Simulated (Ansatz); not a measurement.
# InSe: a short molecular-dynamics run

A trajectory of InSe, a distorted structure with 8 atoms that was not relaxed first: 30 steps of 0.5 fs under a Langevin thermostat at 300 K.

All numbers below are computed with Ansatz 0.2.0 (DFT PBE, plane waves, PAW, scalar-relativistic, no spin polarisation).

**1. The structure to begin with**

The cell holds 8 atoms (In4Se4): a = 4.194 Å, b = 4.171 Å, c = 17.177 Å, α = 85.50°, β = 86.43°, γ = 60.18°.

Coordinates:

```cif
data_structure
_symmetry_space_group_name_H-M 'P 1'
_symmetry_Int_Tables_number 1
_cell_length_a 4.1944
_cell_length_b 4.1706
_cell_length_c 17.1769
_cell_angle_alpha 85.502
_cell_angle_beta 86.430
_cell_angle_gamma 60.184
_cell_volume 259.81
loop_
_atom_site_label
_atom_site_type_symbol
_atom_site_fract_x
_atom_site_fract_y
_atom_site_fract_z
_atom_site_occupancy
In1 In 0.32081 0.35143 0.15932 1
In2 In 0.67302 0.66766 0.65736 1
In3 In 0.32282 0.33474 0.34419 1
In4 In 0.65927 0.66199 0.84322 1
Se1 Se 0.32918 0.33085 0.59924 1
Se2 Se 0.67924 0.65849 0.09713 1
Se3 Se 0.33282 0.32972 0.89948 1
Se4 Se 0.68010 0.64446 0.39742 1
```

**2. Dynamics**

The input, input.yaml:

```yaml
crystal:
  lattice:
    - [2.109539, 3.623044, 0.12956]
    - [-2.08451, 3.608594, 0.162451]
    - [-0.137493, 0.704758, 17.161858]
  atoms:
    - { symbol: In, position: [0.320812, 0.35143, 0.159319] }
    - { symbol: In, position: [0.673018, 0.667662, 0.657358] }
    - { symbol: In, position: [0.322825, 0.334742, 0.344186] }
    - { symbol: In, position: [0.659272, 0.661989, 0.843221] }
    - { symbol: Se, position: [0.329182, 0.330854, 0.599241] }
    - { symbol: Se, position: [0.679242, 0.658489, 0.097129] }
    - { symbol: Se, position: [0.332815, 0.329721, 0.899483] }
    - { symbol: Se, position: [0.680099, 0.644462, 0.397418] }
kpoints:
  mp_grid: { grid: [4, 4, 1] }
magnetization:
  spin_polarized: false
scf:
  occupations: { method: gaussian, width: 0.1 }
hamiltonian:
  pseudopotentials: { kind: paw }
  xc: pbe
basis:
  ecutwfc: 420
md:
  timestep: 0.5
  n_steps: 30
  ensemble: nvt_langevin
  temperature: 300.0
  initial_velocities: maxwell_boltzmann
  seed: 438194
```

Run with:

```console
$ ansatz run input.yaml --threads 2 --pin off --max-ram 2560MiB --backend cpu --events-out ev --progress --plain --runs-dir out
```

What it wrote:

```text
Warning: md: disabling space-group detection — thermal motion breaks the input geometry's symmetry, so no spatial operation reduces the k-mesh or symmetrises the density; time reversal is kept, so that k and −k are solved as one point where they differ and the mesh holds both, and exact exchange and, on two spinor components, a DFT+U term hold to it where the run has them: on two components no moment then forms, and a state that bears one, which a typed moment (crystal.atoms[].spin; refused beside efield: under a hybrid functional) reaches, can lie lower, under hf by electronvolts; crystal.symmetry.detect: false (a key that needs symmetry detection or time reversal refuses this as the deck is read) with time_reversal: false beside it drops time reversal too
Warning: RAYON_NUM_THREADS=2 ignored (pool sized by the plan → 2); use --threads N
Engine: ansatz 0.2.0, aarch64-unknown-linux-gnu
Pseudopotentials: kind: paw
Pseudopotential: In, paw, valence charge 13, recommended cutoff 420 eV (normal), In.paw.azcp
Pseudopotential: Se, paw, valence charge 16, recommended cutoff 420 eV (normal), Se.paw.azcp
Functional definition: PBE
  parameter kappa = 0.804
  parameter beta = 0.06672455060314922
  exchange = pbe_x(kappa = kappa, mu = beta*pi^2/3)
  correlation = pbe_c(beta = beta)
Crystal: 8 atoms, lattice volume = 259.807 Å³
Basis set: ecut = 420 eV, 5007 PW (Γ), exchange–correlation on 60×60×240 points (8 copies of the dense FFT grid, shifted against one another)
Bands: 70, of which v1, the nominal top of the filled ones, is band 58 counted from 1 (57 counted from 0)
Symmetry: 1 space group operations
k-points: 10 of 16 (time reversal used)
Non-local potential: In, projectors of the file, l = 0: 2, l = 1: 2, l = 2: 2, l = 3: 2
Non-local potential: Se, projectors of the file, l = 0: 2, l = 1: 2, l = 2: 3, l = 3: 1
PAW form: soft (Blöchl's): semilocal exchange-correlation on the pseudo side does not see the compensation charge
PAW one-centre angular grid: In, 590 points (default); XC on 64 Gauss nodes
PAW one-centre angular grid: Se, 590 points (default); XC on 64 Gauss nodes
Initial density: superposition of atomic densities (neutral atoms: chi_scale 0, normalization atom), corrected by the library's trained network
Initial wavefunctions: pseudopotential atomic-orbital guess
Functional: x = pbe(κ = 0.804, μ = 0.2195149727645171), c = pbe(β = 0.06672455060314922)
SCF iter   1: F=—  HF=-44270.577084 eV  |F-HF|=—  |Δ(HF+E_count)|=         —  Δρ=1.18e-3  dr2=1.56e-2  ethr=1.77e-3  ⟨swp⟩=6.3  Hψ=2799  notcnv=0  defer=2
preconditioner: auto → Resta (q_TF=auto, 2.385 Å⁻¹)  ε∞=3.1  [insulator: Δε(μ)=0.324 eV  Ē_g=13.887 eV  σ=0.100 eV  W_gap=0.98  n_scr=66 (ndim 8)  ℏωp=20.1 eV  f_vac=0.157  D(μ)=0.18/eV (n_scr^D=0)  ε∞_Penn≈3.1]
SCF iter   2: F=—  HF=-44270.575067 eV  |F-HF|=—  |Δ(HF+E_count)|=   2.02e-3  Δρ=3.98e-4  dr2=5.95e-4  ethr=1.34e-5  ⟨swp⟩=2.0  Hψ=862  notcnv=0  defer=5
preconditioner: auto → LDOS  [insulator: Δε(μ)=0.317 eV  Ē_g=13.882 eV  σ=0.100 eV  W_gap=0.97  n_scr=66 (ndim 8)  ℏωp=20.1 eV  f_vac=0.156  D(μ)=0.20/eV (n_scr^D=2)  ε∞_Penn≈3.1  β→1.0]
SCF iter   3: F=—  HF=-44270.575821 eV  |F-HF|=—  |Δ(HF+E_count)|=   7.54e-4  Δρ=1.52e-4  dr2=1.12e-4  ethr=5.13e-7  ⟨swp⟩=2.0  Hψ=1125  notcnv=0  defer=5
SCF iter   4: F=—  HF=-44270.575889 eV  |F-HF|=—  |Δ(HF+E_count)|=   6.89e-5  Δρ=6.25e-5  dr2=4.13e-5  ethr=9.63e-8  ⟨swp⟩=2.0  Hψ=1137  notcnv=0  defer=5
SCF iter   5: F=—  HF=-44270.575875 eV  |F-HF|=—  |Δ(HF+E_count)|=   1.47e-5  Δρ=1.40e-5  dr2=1.65e-6  ethr=3.56e-8  ⟨swp⟩=2.0  Hψ=1007  notcnv=0  defer=5
SCF iter   6: F=—  HF=-44270.575683 eV  |F-HF|=—  |Δ(HF+E_count)|=   1.91e-4  Δρ=4.10e-6  dr2=7.10e-8  ethr=1.42e-9  ⟨swp⟩=2.0  Hψ=953  notcnv=0  defer=5
SCF iter   7: F=-44270.575684 eV  HF=-44270.575684 eV  |F-HF|=5.97e-10  |Δ(HF+E_count)|=   3.48e-8  Δρ=1.40e-6  dr2=7.11e-9  ethr=6.90e-12  ⟨swp⟩=5.0  Hψ=2481  notcnv=0
SCF 1 converged in 7 iterations: F = -44270.575684 eV  dr2 = 7.11e-9
md step     0: t =     0.00 fs  T =   262.5 K  F+E_penalty+E_count = -44270.57568351 eV  E_kin = 0.271446 eV  (7 SCF iters)
Initial density: handed on by an earlier stage of this run
Initial wavefunctions: those handed on with the density
iter 1 solved again at ethr=3.60e-8 eV; its pass at ethr=3.10e-3 eV (dr2=4.17e-5 eV) is discarded
SCF iter   1: F=—  HF=-44270.578963 eV  |F-HF|=—  |Δ(HF+E_count)|=         —  Δρ=1.19e-4  dr2=3.81e-5  ethr=3.60e-8  ⟨swp⟩=3.0  Hψ=3160  notcnv=0
preconditioner: auto → LDOS  [insulator: Δε(μ)=0.317 eV  Ē_g=13.884 eV  σ=0.100 eV  W_gap=0.97  n_scr=66 (ndim 8)  ℏωp=20.1 eV  f_vac=0.154  D(μ)=0.20/eV (n_scr^D=2)  ε∞_Penn≈3.1  β→1.0]
SCF iter   2: F=—  HF=-44270.578956 eV  |F-HF|=—  |Δ(HF+E_count)|=   7.59e-6  Δρ=7.90e-5  dr2=4.44e-5  ethr=3.29e-8  ⟨swp⟩=2.0  Hψ=1231  notcnv=0
SCF iter   3: F=—  HF=-44270.578938 eV  |F-HF|=—  |Δ(HF+E_count)|=   1.75e-5  Δρ=1.28e-5  dr2=1.93e-6  ethr=3.29e-8  ⟨swp⟩=2.0  Hψ=1070  notcnv=0
SCF iter   4: F=—  HF=-44270.578747 eV  |F-HF|=—  |Δ(HF+E_count)|=   1.91e-4  Δρ=3.58e-6  dr2=7.64e-8  ethr=1.67e-9  ⟨swp⟩=2.0  Hψ=822  notcnv=0
SCF iter   5: F=-44270.578747 eV  HF=-44270.578747 eV  |F-HF|=3.30e-9  |Δ(HF+E_count)|=   2.00e-8  Δρ=8.68e-7  dr2=4.49e-9  ethr=6.90e-12  ⟨swp⟩=3.0  Hψ=2890  notcnv=0
SCF 2 converged in 5 iterations: F = -44270.578747 eV  dr2 = 4.49e-9
md step     1: t =     0.50 fs  T =   259.6 K  F+E_penalty+E_count = -44270.57874744 eV  E_kin = 0.268443 eV  (5 SCF iters)
iter 1 solved again at ethr=3.73e-8 eV; its pass at ethr=3.10e-3 eV (dr2=4.33e-5 eV) is discarded
SCF iter   1: F=—  HF=-44270.582364 eV  |F-HF|=—  |Δ(HF+E_count)|=         —  Δρ=1.18e-4  dr2=3.98e-5  ethr=3.73e-8  ⟨swp⟩=3.2  Hψ=3070  notcnv=0
preconditioner: auto → Resta (q_TF=auto, 2.385 Å⁻¹)  ε∞=3.1  [insulator: Δε(μ)=0.319 eV  Ē_g=13.884 eV  σ=0.100 eV  W_gap=0.97  n_scr=66 (ndim 8)  ℏωp=20.1 eV  f_vac=0.154  D(μ)=0.19/eV (n_scr^D=0)  ε∞_Penn≈3.1]
SCF iter   2: F=—  HF=-44270.582348 eV  |F-HF|=—  |Δ(HF+E_count)|=   1.65e-5  Δρ=4.84e-5  dr2=6.19e-6  ethr=3.43e-8  ⟨swp⟩=2.0  Hψ=1040  notcnv=0
SCF iter   3: F=—  HF=-44270.582148 eV  |F-HF|=—  |Δ(HF+E_count)|=   1.99e-4  Δρ=2.32e-5  dr2=4.63e-6  ethr=5.34e-9  ⟨swp⟩=2.9  Hψ=1178  notcnv=0
SCF iter   4: F=—  HF=-44270.582148 eV  |F-HF|=—  |Δ(HF+E_count)|=   2.55e-7  Δρ=9.48e-6  dr2=1.16e-6  ethr=4.00e-9  ⟨swp⟩=1.5  Hψ=705  notcnv=0
SCF iter   5: F=—  HF=-44270.582148 eV  |F-HF|=—  |Δ(HF+E_count)|=   4.73e-8  Δρ=4.11e-6  dr2=7.24e-8  ethr=1.00e-9  ⟨swp⟩=1.0  Hψ=700  notcnv=0
SCF iter   6: F=-44270.582148 eV  HF=-44270.582148 eV  |F-HF|=1.31e-10  |Δ(HF+E_count)|=   9.60e-9  Δρ=1.21e-6  dr2=7.32e-9  ethr=6.90e-12  ⟨swp⟩=2.9  Hψ=2755  notcnv=0
SCF 3 converged in 6 iterations: F = -44270.582148 eV  dr2 = 7.32e-9
md step     2: t =     1.00 fs  T =   258.5 K  F+E_penalty+E_count = -44270.58214812 eV  E_kin = 0.267358 eV  (6 SCF iters)
[... from here on, the SCF cycles and remarks between the steps are left out ...]
md step     3: t =     1.50 fs  T =   266.7 K  F+E_penalty+E_count = -44270.58568427 eV  E_kin = 0.275741 eV  (7 SCF iters)
md step     4: t =     2.00 fs  T =   276.0 K  F+E_penalty+E_count = -44270.58969139 eV  E_kin = 0.285407 eV  (7 SCF iters)
md step     5: t =     2.50 fs  T =   283.5 K  F+E_penalty+E_count = -44270.59458529 eV  E_kin = 0.293151 eV  (3 SCF iters)
md step     6: t =     3.00 fs  T =   289.5 K  F+E_penalty+E_count = -44270.60019188 eV  E_kin = 0.299389 eV  (3 SCF iters)
md step     7: t =     3.50 fs  T =   288.9 K  F+E_penalty+E_count = -44270.60656819 eV  E_kin = 0.298781 eV  (3 SCF iters)
md step     8: t =     4.00 fs  T =   311.8 K  F+E_penalty+E_count = -44270.61381507 eV  E_kin = 0.322432 eV  (3 SCF iters)
md step     9: t =     4.50 fs  T =   297.6 K  F+E_penalty+E_count = -44270.62160753 eV  E_kin = 0.307747 eV  (3 SCF iters)
md step    10: t =     5.00 fs  T =   298.2 K  F+E_penalty+E_count = -44270.62970958 eV  E_kin = 0.308387 eV  (7 SCF iters)
md step    11: t =     5.50 fs  T =   313.7 K  F+E_penalty+E_count = -44270.63842686 eV  E_kin = 0.324377 eV  (3 SCF iters)
md step    12: t =     6.00 fs  T =   314.2 K  F+E_penalty+E_count = -44270.64760463 eV  E_kin = 0.324871 eV  (3 SCF iters)
md step    13: t =     6.50 fs  T =   311.5 K  F+E_penalty+E_count = -44270.65691892 eV  E_kin = 0.322069 eV  (3 SCF iters)
md step    14: t =     7.00 fs  T =   331.6 K  F+E_penalty+E_count = -44270.66664318 eV  E_kin = 0.342868 eV  (3 SCF iters)
md step    15: t =     7.50 fs  T =   356.8 K  F+E_penalty+E_count = -44270.67689294 eV  E_kin = 0.368998 eV  (3 SCF iters)
md step    16: t =     8.00 fs  T =   373.8 K  F+E_penalty+E_count = -44270.68718126 eV  E_kin = 0.386489 eV  (3 SCF iters)
md step    17: t =     8.50 fs  T =   378.4 K  F+E_penalty+E_count = -44270.69751173 eV  E_kin = 0.391280 eV  (3 SCF iters)
md step    18: t =     9.00 fs  T =   382.6 K  F+E_penalty+E_count = -44270.70832723 eV  E_kin = 0.395684 eV  (3 SCF iters)
md step    19: t =     9.50 fs  T =   420.2 K  F+E_penalty+E_count = -44270.71963568 eV  E_kin = 0.434521 eV  (4 SCF iters)
md step    20: t =    10.00 fs  T =   457.6 K  F+E_penalty+E_count = -44270.73140751 eV  E_kin = 0.473218 eV  (7 SCF iters)
md step    21: t =    10.50 fs  T =   479.5 K  F+E_penalty+E_count = -44270.74384582 eV  E_kin = 0.495800 eV  (3 SCF iters)
md step    22: t =    11.00 fs  T =   488.5 K  F+E_penalty+E_count = -44270.75673303 eV  E_kin = 0.505122 eV  (3 SCF iters)
md step    23: t =    11.50 fs  T =   508.1 K  F+E_penalty+E_count = -44270.76972789 eV  E_kin = 0.525447 eV  (3 SCF iters)
md step    24: t =    12.00 fs  T =   539.0 K  F+E_penalty+E_count = -44270.78299958 eV  E_kin = 0.557395 eV  (3 SCF iters)
md step    25: t =    12.50 fs  T =   550.3 K  F+E_penalty+E_count = -44270.79692131 eV  E_kin = 0.569094 eV  (3 SCF iters)
md step    26: t =    13.00 fs  T =   540.5 K  F+E_penalty+E_count = -44270.81132543 eV  E_kin = 0.558905 eV  (4 SCF iters)
md step    27: t =    13.50 fs  T =   568.8 K  F+E_penalty+E_count = -44270.82579265 eV  E_kin = 0.588137 eV  (3 SCF iters)
md step    28: t =    14.00 fs  T =   581.6 K  F+E_penalty+E_count = -44270.84042890 eV  E_kin = 0.601407 eV  (3 SCF iters)
md step    29: t =    14.50 fs  T =   590.4 K  F+E_penalty+E_count = -44270.85521695 eV  E_kin = 0.610499 eV  (3 SCF iters)
iter 1 solved again at ethr=8.24e-8 eV; its pass at ethr=3.10e-3 eV (dr2=9.56e-5 eV) is discarded
SCF iter   1: F=—  HF=-44270.870221 eV  |F-HF|=—  |Δ(HF+E_count)|=         —  Δρ=1.83e-4  dr2=9.26e-5  ethr=8.24e-8  ⟨swp⟩=3.1  Hψ=3476  notcnv=0
preconditioner: auto → Resta (q_TF=auto, 2.385 Å⁻¹)  ε∞=3.1  [insulator: Δε(μ)=0.409 eV  Ē_g=13.842 eV  σ=0.100 eV  W_gap=1.00  n_scr=66 (ndim 8)  ℏωp=20.1 eV  f_vac=0.150  D(μ)=0.03/eV (n_scr^D=0)  ε∞_Penn≈3.1]
SCF iter   2: F=—  HF=-44270.870187 eV  |F-HF|=—  |Δ(HF+E_count)|=   3.34e-5  Δρ=6.81e-5  dr2=1.00e-5  ethr=7.98e-8  ⟨swp⟩=2.0  Hψ=1068  notcnv=0
SCF iter   3: F=—  HF=-44270.869991 eV  |F-HF|=—  |Δ(HF+E_count)|=   1.96e-4  Δρ=2.98e-5  dr2=5.65e-6  ethr=8.65e-9  ⟨swp⟩=3.0  Hψ=1305  notcnv=0
SCF iter   4: F=—  HF=-44270.869991 eV  |F-HF|=—  |Δ(HF+E_count)|=   6.93e-8  Δρ=1.42e-5  dr2=3.64e-6  ethr=4.87e-9  ⟨swp⟩=1.8  Hψ=729  notcnv=0
SCF iter   5: F=—  HF=-44270.869991 eV  |F-HF|=—  |Δ(HF+E_count)|=   1.86e-7  Δρ=6.70e-6  dr2=4.60e-7  ethr=3.13e-9  ⟨swp⟩=1.0  Hψ=700  notcnv=0
SCF iter   6: F=—  HF=-44270.869991 eV  |F-HF|=—  |Δ(HF+E_count)|=   5.53e-9  Δρ=2.06e-6  dr2=3.82e-8  ethr=3.97e-10  ⟨swp⟩=1.3  Hψ=703  notcnv=0
SCF iter   7: F=-44270.869991 eV  HF=-44270.869991 eV  |F-HF|=1.51e-9  |Δ(HF+E_count)|=   7.72e-9  Δρ=6.27e-7  dr2=1.94e-9  ethr=6.90e-12  ⟨swp⟩=2.9  Hψ=2339  notcnv=0
SCF 31 converged in 7 iterations: F = -44270.869991 eV  dr2 = 1.94e-9
md step    30: t =    15.00 fs  T =   602.7 K  F+E_penalty+E_count = -44270.86999106 eV  E_kin = 0.623208 eV  (7 SCF iters)
SCF converged after 7 iterations
Free energy (F): -44270.869991 eV
Harris-Foulkes:  -44270.869991 eV  (|F-HF|=1.51e-9)
Internal energy: -44270.869826 eV  (E = F + TS)
E sigma→0 (E₀):  -44270.869908 eV
Entropy (-TS):   -0.000165 eV (-0.021 meV/atom)
Fermi energy:    6.160852 eV
--- Per-component energies (eV) ---
  E_band       = -1960.237985
  E_kinetic    = 1444.383455
  E_local      = -16834.963607  (includes V_loc(G=0)·N_el)
  E_nonlocal   = -914.552561
  E_hartree    = 7734.473317
  E_xc         = -1276.696556
  E_vxc        = -787.749184  (∫ρ·V_xc dr)
  E_paw        = -24264.284156  (= ΣΔE_a)
  E_vpaw       = -336.299000  (= ΣTr[D̂ρ^β])
  E_aug_tail   = -0.002264  (compensation charges beyond the density's cutoff)
  E_ewald      = -10159.227454
  E_smearing   = -0.000165  (= −TS)
  E_closure    = 0.000000  (closes the sum)
  Σ components = -44270.869991   (vs F -44270.869991, Δ=0.00e0)
--- Forces (eV/Å), atoms counted from 1 ---
  atom   1  In     0.49878549    -0.26976924     1.16884100
  atom   2  In     0.10446314    -0.24905223     1.55358557
  atom   3  In     0.49222004     0.47257580    -1.88256827
  atom   4  In    -0.36401449     0.97953398    -2.01618565
  atom   5  Se    -0.13962714     0.38431313    -0.76289440
  atom   6  Se    -0.48452959     0.39368068    -0.42290726
  atom   7  Se     0.39490914    -1.12355906     1.21644657
  atom   8  Se    -0.50221264    -0.58771875     1.14567278
  max |Σ_I F_I| component: 9.66e-6 eV/Å
--- MD trajectory: 30 steps, t = 0.0 → 15.0 fs ---
  final state: T = 602.7 K   F+E_penalty+E_count = -44270.86999106 eV   E_kin = 0.623208 eV
```

Run time: 2.3 min. Hardware: 2 threads of an Arm CPU, shared host; peak memory 0.67 GiB.

**3. The trajectory**

One step in 3; energies are changes from step 0; msd is the mean square displacement from the start, the centre of mass held:

```tsv
time (fs)	T (K)	potential energy change (meV/atom)	msd Se (Å²)	msd In (Å²)
0.0	262	0.0	0.000	0.000
1.5	267	-1.2	0.000	0.000
3.0	290	-3.1	0.000	0.000
4.5	298	-5.7	0.000	0.000
6.0	314	-9.0	0.000	0.000
7.5	357	-12.7	0.000	0.000
9.0	383	-16.6	0.001	0.001
10.5	479	-21.0	0.001	0.001
12.0	539	-25.9	0.001	0.001
13.5	569	-31.3	0.002	0.002
15.0	603	-36.8	0.002	0.002
```

time (fs), T (K) and a bar:
```
      0.0        262 
      0.5        260 
      1.5        267 #
      2.0        276 #
      2.5        283 ##
      3.5        289 ###
      4.0        312 #####
      4.5        298 ###
      5.0        298 ###
      6.0        314 #####
      6.5        311 #####
      7.0        332 ######
      8.0        374 ##########
      8.5        378 ##########
      9.0        383 ###########
     10.0        458 #################
     10.5        479 ###################
     11.0        488 ####################
     11.5        508 ######################
     12.5        550 #########################
     13.0        540 #########################
     13.5        569 ###########################
     14.5        590 #############################
     15.0        603 ##############################
```

**4. Frames from the trajectory**

Extended XYZ, with forces in eV/Å:

```xyz
8
Lattice="2.110 3.623 0.130 -2.085 3.609 0.162 -0.137 0.705 17.162" Properties=species:S:1:pos:R:3:forces:R:3 pbc="T T T" time_fs=2.0 T=276 dE=-0.0140
In   -0.081    2.542    2.835    0.553   -0.470    1.618
In   -0.062    5.309   11.482    0.085   -0.647    1.933
In   -0.064    2.619    6.001    0.727    0.564   -2.189
In   -0.100    5.370   14.667   -0.012    0.958   -2.037
Se   -0.074    2.815   10.379   -0.123    0.781   -1.093
Se    0.044    4.908    1.857   -0.547    0.601   -0.793
Se   -0.113    3.032   15.529    0.047   -1.099    1.189
Se    0.037    5.068    7.012   -0.730   -0.689    1.373
8
Lattice="2.110 3.623 0.130 -2.085 3.609 0.162 -0.137 0.705 17.162" Properties=species:S:1:pos:R:3:forces:R:3 pbc="T T T" time_fs=4.0 T=312 dE=-0.0381
In   -0.083    2.542    2.839    0.548   -0.443    1.567
In   -0.061    5.306   11.488    0.102   -0.593    1.889
In   -0.064    2.617    5.998    0.720    0.561   -2.170
In   -0.095    5.368   14.669   -0.065    1.006   -2.054
Se   -0.071    2.822   10.378   -0.140    0.727   -1.054
Se    0.041    4.910    1.851   -0.540    0.572   -0.749
Se   -0.118    3.035   15.526    0.100   -1.147    1.210
Se    0.037    5.067    7.012   -0.725   -0.684    1.360
8
Lattice="2.110 3.623 0.130 -2.085 3.609 0.162 -0.137 0.705 17.162" Properties=species:S:1:pos:R:3:forces:R:3 pbc="T T T" time_fs=5.5 T=314 dE=-0.0627
In   -0.085    2.541    2.842    0.541   -0.424    1.526
In   -0.060    5.305   11.492    0.115   -0.552    1.853
In   -0.063    2.616    5.996    0.700    0.557   -2.147
In   -0.091    5.367   14.670   -0.106    1.028   -2.059
Se   -0.069    2.827   10.376   -0.153    0.686   -1.021
Se    0.039    4.911    1.847   -0.532    0.552   -0.714
Se   -0.122    3.036   15.525    0.141   -1.169    1.220
Se    0.036    5.066    7.012   -0.705   -0.678    1.344
8
Lattice="2.110 3.623 0.130 -2.085 3.609 0.162 -0.137 0.705 17.162" Properties=species:S:1:pos:R:3:forces:R:3 pbc="T T T" time_fs=7.5 T=357 dE=-0.1012
In   -0.088    2.540    2.845    0.533   -0.396    1.467
In   -0.060    5.302   11.499    0.131   -0.494    1.802
In   -0.062    2.614    5.991    0.668    0.540   -2.109
In   -0.086    5.367   14.671   -0.155    1.040   -2.062
Se   -0.066    2.834   10.374   -0.169    0.628   -0.975
Se    0.036    4.913    1.841   -0.523    0.524   -0.664
Se   -0.126    3.038   15.525    0.189   -1.181    1.227
Se    0.034    5.062    7.014   -0.674   -0.660    1.315
8
Lattice="2.110 3.623 0.130 -2.085 3.609 0.162 -0.137 0.705 17.162" Properties=species:S:1:pos:R:3:forces:R:3 pbc="T T T" time_fs=9.5 T=420 dE=-0.1440
In   -0.091    2.538    2.849    0.528   -0.368    1.408
In   -0.058    5.299   11.506    0.136   -0.428    1.741
In   -0.061    2.613    5.987    0.629    0.523   -2.064
In   -0.080    5.368   14.672   -0.207    1.049   -2.059
Se   -0.063    2.842   10.372   -0.173    0.562   -0.922
Se    0.033    4.914    1.836   -0.516    0.494   -0.616
Se   -0.131    3.039   15.526    0.241   -1.191    1.232
Se    0.032    5.060    7.016   -0.637   -0.642    1.281
8
Lattice="2.110 3.623 0.130 -2.085 3.609 0.162 -0.137 0.705 17.162" Properties=species:S:1:pos:R:3:forces:R:3 pbc="T T T" time_fs=11.0 T=488 dE=-0.1810
In   -0.094    2.537    2.853    0.526   -0.342    1.355
In   -0.057    5.296   11.512    0.133   -0.377    1.691
In   -0.060    2.612    5.982    0.594    0.511   -2.025
In   -0.075    5.368   14.672   -0.248    1.046   -2.051
Se   -0.061    2.848   10.370   -0.170    0.511   -0.879
Se    0.031    4.916    1.831   -0.513    0.467   -0.573
Se   -0.134    3.040   15.527    0.281   -1.188    1.230
Se    0.030    5.058    7.018   -0.603   -0.629    1.251
8
Lattice="2.110 3.623 0.130 -2.085 3.609 0.162 -0.137 0.705 17.162" Properties=species:S:1:pos:R:3:forces:R:3 pbc="T T T" time_fs=13.0 T=540 dE=-0.2356
In   -0.097    2.535    2.859    0.518   -0.303    1.268
In   -0.055    5.292   11.521    0.121   -0.311    1.624
In   -0.059    2.611    5.976    0.547    0.492   -1.960
In   -0.068    5.370   14.672   -0.308    1.021   -2.035
Se   -0.060    2.856   10.368   -0.157    0.445   -0.822
Se    0.028    4.918    1.824   -0.504    0.428   -0.502
Se   -0.138    3.040   15.529    0.340   -1.164    1.225
Se    0.027    5.056    7.021   -0.557   -0.609    1.204
8
Lattice="2.110 3.623 0.130 -2.085 3.609 0.162 -0.137 0.705 17.162" Properties=species:S:1:pos:R:3:forces:R:3 pbc="T T T" time_fs=15.0 T=603 dE=-0.2943
In   -0.099    2.533    2.866    0.499   -0.270    1.169
In   -0.054    5.289   11.530    0.104   -0.249    1.554
In   -0.059    2.609    5.969    0.492    0.473   -1.883
In   -0.062    5.372   14.673   -0.364    0.980   -2.016
Se   -0.060    2.862   10.367   -0.140    0.384   -0.763
Se    0.023    4.921    1.816   -0.485    0.394   -0.423
Se   -0.142    3.040   15.531    0.395   -1.124    1.216
Se    0.023    5.054    7.027   -0.502   -0.588    1.146
```

**5. Summary of results**

| quantity | value |
| --- | --- |
| length | 30 steps of 0.5 fs |
| temperature, first and last step | 262 and 603 K |
| temperature, second half | mean 489 K, from 357 to 603 K |
| potential energy, second half | -24 meV/atom from the start |
| mean square displacement, second half | Se 0.001, In 0.001 Å² |

Against a set 300 K the second half averages 489 K, going from 357 to 603 K over that half; the potential energy of that half lies 24 meV/atom under the start, so the atoms have moved to lower-lying arrangements, and the energy set free heats the cell. No atom gets farther than 0.06 Å from its start, with the drift of the whole removed, against a typical distance of 2.5 Å between sites at the start. 15 fs on 8 atoms is far too short and small for converged averages.
